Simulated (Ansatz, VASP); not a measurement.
# Hf: VASP beside Ansatz

```
Hf
1.0
    -0.06660    2.18670    2.18670
     2.18670   -0.06660    2.18670
     2.18670    2.18670   -0.06660
Hf
1
Direct
  0.00000 0.00000 0.00000
```

Change from the starting cell: equal xy, yz and zx shear strains of -3 %, crystal datasets.

Alike in both runs: task electric field gradients; functional PBE; k mesh 13 × 13 × 13; occupations fermi-dirac, width 0.03 eV; no spin polarisation.

```csv
,VASP,Ansatz
version,VASP 6.6.1,Ansatz 0.2.0
potentials or method,"VASP PAW PBE potentials, release 64 (Hf_pv), cutoff 520 eV","all-electron PAW with datasets made for the crystal, scalar-relativistic"
```

VASP gave:

| Quantity | Value |
| --- | --- |
| pressure (GPa) | 2.9 |
| largest component of the traceless stress (GPa) | 2.22 |
| Vzz of the field gradient on the site that differs most (V/Å²) | 57.7 |

What did Ansatz give for the same quantities?

Pressure (GPa): 3.4; largest component of the traceless stress (GPa): 2.23; Vzz of the field gradient on the site that differs most (V/Å²): 58.2.

Ansatz ran all-electron here, so the differences hold the error of VASP's frozen core and of both bases. Ansatz warned: «gradients_without_spin_orbit».

The runs have no spin-orbit coupling, so splittings on Hf are missing.
